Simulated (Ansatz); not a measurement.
## Notes on As$_{2}$Pt

```yaml
crystal:
  lattice:
    - [5.91886, 0.00000, 0.00000]
    - [0.00000, 5.91886, 0.00000]
    - [0.00000, 0.00000, 5.91886]
  atoms:
    - { symbol: Pt, position: [0.00000, 0.00000, 0.00000] }
    - { symbol: Pt, position: [0.50000, 0.00000, 0.50000] }
    - { symbol: Pt, position: [0.50000, 0.50000, 0.00000] }
    - { symbol: Pt, position: [0.00000, 0.50000, 0.50000] }
    - { symbol: As, position: [0.38300, 0.38300, 0.38300] }
    - { symbol: As, position: [0.11700, 0.61700, 0.88300] }
    - { symbol: As, position: [0.88300, 0.11700, 0.61700] }
    - { symbol: As, position: [0.61700, 0.88300, 0.11700] }
    - { symbol: As, position: [0.61700, 0.61700, 0.61700] }
    - { symbol: As, position: [0.88300, 0.38300, 0.11700] }
    - { symbol: As, position: [0.11700, 0.88300, 0.38300] }
    - { symbol: As, position: [0.38300, 0.11700, 0.88300] }
```

Method: PBE, no spin polarisation; PAW, plane waves to 420 eV, 6×6×6 Γ-centred mesh, fermi-dirac occupations (width 0.1 eV) (Ansatz 0.2.0), atoms fixed.

(1) What do density and ELF say about some of the short contacts?

(2) Are the atoms at rest?

(3) Is there a gap, and of what kind?

(4) What is the character of the valence top and the conduction bottom?

(5) Is it stable against the elements?

Origin: a database entry at a rescaled volume. Caveats: no spin-orbit coupling, which can shift this gap by tenths of an eV; atoms or cell far from equilibrium.

Answers

(1) As–As at 2.40 Å: least valence density 0.63 e/Å³ and ELF 0.80 there, a shared, covalent-like contact. Pt–As at 2.47 Å: least valence density 0.60 e/Å³ and ELF 0.57 there. These are pseudo-fields; inside the PAW spheres they differ from the all-electron ones.

(2) Nearly at rest: the largest force is 0.006 eV/Å.

(3) The gap is 0.38 eV, indirect (the least direct gap found is 1.11 eV).

(4) Within 0.7 eV of the edges, the states project mainly on As p (82 %) below the gap and on As p (45 %), Pt d (33 %) and As s (18 %) above it.

(5) -0.47 eV an atom against the elements' usual phases (free molecules for gases, crystals otherwise, with no correction for O₂ or N₂), so it is bound against them; other compounds may still compete. Relaxing would lower it.
